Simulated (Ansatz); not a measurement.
**Os(0001) with 2 layers of random Os-Al, 2x2: scattering by chemical disorder**

Wanted: resistance against the alloy's length, first Os(0001) with 2 layers of random Os-Al, 2x2.

Program: Ansatz 0.2.0. Level of theory: Ansatz plane-wave DFT, PBE, PAW files; ballistic transport by layer matching (Landauer), zero bias; PAW set soft_1. Results are calculated unless marked as measured.

This is a report of a sequence of runs, with most program output left out.

### 1. The starting structure

The cell holds 48 atoms: 47 Os and 1 Al. Cell: a = 5.468 Å, b = 5.468 Å, c = 25.918 Å, α = 90.0°, β = 90.0°, γ = 120.0°. It derives from Os. Regions: lead, 40 atoms (40 Os); scattering region, 8 atoms (7 Os and 1 Al). The structure is stacked along c, and the current runs across the ab planes.

### 2. With 2 alloy layers

In 2 layers a share of 0.125 of the sites is given to Al at random. The layers about the cell's end stay perfect and serve as the lead. Energies from -0.05 to 0.05 eV in steps of 0.05 eV are too few for the program's thermal sum, so it prints no conductance; for a metal the transmission near the Fermi level serves, at a fraction of the cost.

Input file input.yaml:

```yaml
crystal:
  lattice:
    - [5.4682, 0.0, 0.0]
    - [-2.7341, 4.735600113, 0.0]
    - [0.0, 0.0, 25.9182]
  atoms:
    - { symbol: Os, position: [0.1666666667, 0.3333333333, 0.0416666667] }
    - { symbol: Os, position: [0.1666666667, 0.8333333333, 0.0416666667] }
    - { symbol: Os, position: [0.6666666667, 0.3333333333, 0.0416666667] }
    - { symbol: Os, position: [0.6666666667, 0.8333333333, 0.0416666667] }
    - { symbol: Os, position: [0.3333333333, 0.1666666667, 0.125] }
    - { symbol: Os, position: [0.3333333333, 0.6666666667, 0.125] }
    - { symbol: Os, position: [0.8333333333, 0.1666666667, 0.125] }
    - { symbol: Os, position: [0.8333333333, 0.6666666667, 0.125] }
[... 36 atom lines left out ...]
    - { symbol: Os, position: [0.3333333333, 0.1666666667, 0.9583333333] }
    - { symbol: Os, position: [0.3333333333, 0.6666666667, 0.9583333333] }
    - { symbol: Os, position: [0.8333333333, 0.1666666667, 0.9583333333] }
    - { symbol: Os, position: [0.8333333333, 0.6666666667, 0.9583333333] }
kpoints:
  mp_grid: { grid: [5, 5, 1] }
hamiltonian:
  xc: pbe
  pseudopotentials: { kind: paw, azcp: { folder: soft_1 } }
scf:
  occupations: { method: fermi_dirac, width: 0.1 }
output:
  transmission:
    leads: [[0, 8]]
    kmesh: [10, 10]
    e_range: [-0.05, 0.05]
    de: 0.05
  write_potential: true
  write_density: true
  volumetric_format: npy
```

Command:

```bash
ansatz run input.yaml --threads 4 --pin off --max-ram 15360MiB --backend cpu --events-out ev --progress --plain --runs-dir out
```

Elapsed: 3 min, on 4 threads of Arm Neoverse V1, shared host; peak memory 5.6 GiB.

This step gave:

- free energy: -535675.3618 eV
- energy at zero smearing: -535674.7944 eV
- Fermi energy: 25.68 eV
- cell area: 25.90 Å²
- transmission per spin nearest the Fermi level: 2.527
- open channels per spin nearest the Fermi level: 4.55
- step of the lead's potential: 12.8 meV

Per spin. Transmission, zone mean against energy, zero at the Fermi level:

```
energy (eV)  transmission, zone mean
    -0.0500                     2.58
     0.0000                     2.53
     0.0500                     2.54
```

Per spin. The open channels, zone mean, lead by energy, zero at the Fermi level:

```
energy (eV)  open channels, zone mean, lead
    -0.0500                             4.5
     0.0000                            4.55
     0.0500                            4.55
```

Transmission over k1 and k2. At 0.0000 eV from the Fermi level.

Ten even steps from '_' (0.27) to '@' (7.97):
```
--::--::--::--..__..
..------------..____
..::--::::::--::....
------::****::------
==::--::**@@**::--::
--------::****::----
......::--::::::--::
..____..------------
--..__..--::--::--::
==--....--==--....--
```
Columns: k1 (b1) from -0.5 to 0.4; rows upwards: k2 (b2) from -0.5 to 0.4.

Open channels over k1 and k2. At 0.0000 eV from the Fermi level.

Ten even steps from '_' (2.0) to '@' (11.0):
```
::----------::..__..
..------------..____
..--------------....
::------++++------::
==------++@@++------
::::------++++------
......--------------
..____..------------
::..__..::----------
==::....::==::....::
```
Columns: k1 (b1) from -0.5 to 0.4; rows upwards: k2 (b2) from -0.5 to 0.4.

Over the solved energies the transmission per spin lies between 2.53 and 2.58, out of 4.53 channels of the lead on average (up to 4.55).

### 3. With 6 alloy layers

In 6 layers a share of 0.125 of the sites is given to Al at random. A fresh draw is used; the growth of the resistance with length is what counts.

System of this step: Os(0001) with 6 layers of random Os-Al, 2x2. The cell holds 64 atoms: 61 Os and 3 Al. Its edges and angles: a = 5.468 Å, b = 5.468 Å, c = 34.558 Å, α = 90.0°, β = 90.0°, γ = 120.0°. It derives from Os. Regions: lead, 40 atoms (40 Os); scattering region, 24 atoms (21 Os and 3 Al). The structure is stacked along c, and the current runs across the ab planes.

Input file input.yaml:

```yaml
crystal:
  lattice:
    - [5.4682, 0.0, 0.0]
    - [-2.7341, 4.735600113, 0.0]
    - [0.0, 0.0, 34.5576]
  atoms:
    - { symbol: Os, position: [0.1666666667, 0.3333333333, 0.03125] }
    - { symbol: Os, position: [0.1666666667, 0.8333333333, 0.03125] }
    - { symbol: Os, position: [0.6666666667, 0.3333333333, 0.03125] }
    - { symbol: Os, position: [0.6666666667, 0.8333333333, 0.03125] }
    - { symbol: Os, position: [0.3333333333, 0.1666666667, 0.09375] }
    - { symbol: Os, position: [0.3333333333, 0.6666666667, 0.09375] }
    - { symbol: Os, position: [0.8333333333, 0.1666666667, 0.09375] }
    - { symbol: Os, position: [0.8333333333, 0.6666666667, 0.09375] }
[... 52 atom lines left out ...]
    - { symbol: Os, position: [0.3333333333, 0.1666666667, 0.96875] }
    - { symbol: Os, position: [0.3333333333, 0.6666666667, 0.96875] }
    - { symbol: Os, position: [0.8333333333, 0.1666666667, 0.96875] }
    - { symbol: Os, position: [0.8333333333, 0.6666666667, 0.96875] }
kpoints:
  mp_grid: { grid: [5, 5, 1] }
hamiltonian:
  xc: pbe
  pseudopotentials: { kind: paw, azcp: { folder: soft_1 } }
scf:
  occupations: { method: fermi_dirac, width: 0.1 }
output:
  transmission:
    leads: [[0, 8]]
    kmesh: [10, 10]
    e_range: [-0.05, 0.05]
    de: 0.05
  write_potential: true
  write_density: true
  volumetric_format: npy
```

It took 16 min on 4 threads; peak memory 10 GiB.

This step gave:

```
free energy                                   : -696153.4573 eV
energy at zero smearing                       : -696152.7300 eV
Fermi energy                                  : 25.22 eV
transmission per spin nearest the Fermi level : 1.610
step of the lead's potential                  : 8.2 meV
```

Per spin. Transmission, zone mean against energy, zero at the Fermi level:

```
energy (eV)  transmission, zone mean
    -0.0500                     1.61
     0.0000                     1.61
     0.0500                     1.60
```

Over the solved energies the transmission per spin lies between 1.60 and 1.61, out of 4.53 channels of the lead on average (up to 4.55).

### 4. With 10 alloy layers

In 10 layers a share of 0.125 of the sites is given to Al at random. A fresh draw is used; the growth of the resistance with length is what counts.

System of this step: Os(0001) with 10 layers of random Os-Al, 2x2. The cell holds 80 atoms: 75 Os and 5 Al. Its edges and angles: a = 5.468 Å, b = 5.468 Å, c = 43.197 Å, α = 90.0°, β = 90.0°, γ = 120.0°. It derives from Os. Regions: lead, 40 atoms (40 Os); scattering region, 40 atoms (35 Os and 5 Al). The structure is stacked along c, and the current runs across the ab planes.

Input file input.yaml:

```yaml
crystal:
  lattice:
    - [5.4682, 0.0, 0.0]
    - [-2.7341, 4.735600113, 0.0]
    - [0.0, 0.0, 43.197]
  atoms:
    - { symbol: Os, position: [0.1666666667, 0.3333333333, 0.025] }
    - { symbol: Os, position: [0.1666666667, 0.8333333333, 0.025] }
    - { symbol: Os, position: [0.6666666667, 0.3333333333, 0.025] }
    - { symbol: Os, position: [0.6666666667, 0.8333333333, 0.025] }
    - { symbol: Os, position: [0.3333333333, 0.1666666667, 0.075] }
    - { symbol: Os, position: [0.3333333333, 0.6666666667, 0.075] }
    - { symbol: Os, position: [0.8333333333, 0.1666666667, 0.075] }
    - { symbol: Os, position: [0.8333333333, 0.6666666667, 0.075] }
[... 68 atom lines left out ...]
    - { symbol: Os, position: [0.3333333333, 0.1666666667, 0.975] }
    - { symbol: Os, position: [0.3333333333, 0.6666666667, 0.975] }
    - { symbol: Os, position: [0.8333333333, 0.1666666667, 0.975] }
    - { symbol: Os, position: [0.8333333333, 0.6666666667, 0.975] }
kpoints:
  mp_grid: { grid: [5, 5, 1] }
hamiltonian:
  xc: pbe
  pseudopotentials: { kind: paw, azcp: { folder: soft_1 } }
scf:
  occupations: { method: fermi_dirac, width: 0.1 }
output:
  transmission:
    leads: [[0, 8]]
    kmesh: [10, 10]
    e_range: [-0.05, 0.05]
    de: 0.05
  write_potential: true
  write_density: true
  volumetric_format: npy
```

Wall time 25 min (4 threads); peak memory 8.3 GiB; 1.5 h of CPU time.

Numbers from this step:

```
free energy                                   : -856631.3688 eV
energy at zero smearing                       : -856630.4285 eV
Fermi energy                                  : 24.96 eV
transmission per spin nearest the Fermi level : 1.350
step of the lead's potential                  : 3.8 meV
```

Per spin. Transmission, zone mean against energy, zero at the Fermi level:

```
energy (eV)  transmission, zone mean
    -0.0500                     1.37
     0.0000                     1.35
     0.0500                     1.33
```

Over the solved energies the transmission per spin lies between 1.33 and 1.37, out of 4.53 channels of the lead on average (up to 4.55).

### 5. The fit

This step: Ansatz plane-wave DFT, PBE, PAW files; ballistic transport by layer matching (Landauer), zero bias; residual resistivity from the slope of the area resistance, atoms on the host's lattice; PAW set soft_1 (Ansatz 0.2.0).

This step gave:

| Item | Value |
| --- | --- |
| resistivity | 67.58 µΩ cm |
| intercept | 0.3451 fΩ m² |
| scatter about the fit | 0.08773 fΩ m² |

Resistance, by row:

```
run  length (Å)      T  channels N  RA (fΩ m²)
 n2        4.32  2.547       4.533       0.575
 n6       12.96  1.605       4.533       1.345
n10        21.6  1.348       4.533       1.743
```

Area resistance against length of the alloy:

```
length of the alloy (Å)  area resistance (fΩ m²)
                   4.32                    0.575
                  12.96                     1.34
                  21.60                     1.74
```

The area resistance goes from 0.57 to 1.7 fΩ m² between 4.3 and 21.6 Å, a slope of 68 µΩ cm.

By hand from the end points: (1.743 − 0.5750) fΩ m² / (21.60 − 4.32) Å = 68 µΩ cm, since 1 fΩ m² per Å is 1000 µΩ cm.

### 6. Summary of results

```
resistivity from the slope  : 67.6 µΩ cm
area resistance over 4.32 Å : 0.575 fΩ m²
area resistance over 13.0 Å : 1.34 fΩ m²
area resistance over 21.6 Å : 1.74 fΩ m²
```

**Reading.** The slope gives 68 µΩ cm. The points scatter by 0.088 fΩ m² about the line, with one random draw a length in a 2x2 cell, so the slope is a rough value. Read with a model of isotropic scattering on a spherical Fermi surface and the lead's 1.4×10¹⁵ S/m², this slope means a mean free path near 8.3 Å; over these lengths the model's slope is within 3 % of its bulk resistivity. The draw over the shortest length came out nearly ordered, with 12 symmetry operations, so that point is a poor sample of a random alloy. The atoms sit on the host's lattice, so scattering by size misfit is left out. Spin-orbit coupling is left out, which matters for Os.

[Logs are printed without paths, hosts, clocks, repeated set-up lines and the standing remarks that a program may print on its own settings, such as how far it seeks lower states.]

[Hosts, paths, dates, database ids (printed as entryN), source tags and the programs' standing remarks are cut or masked in the printed files.]
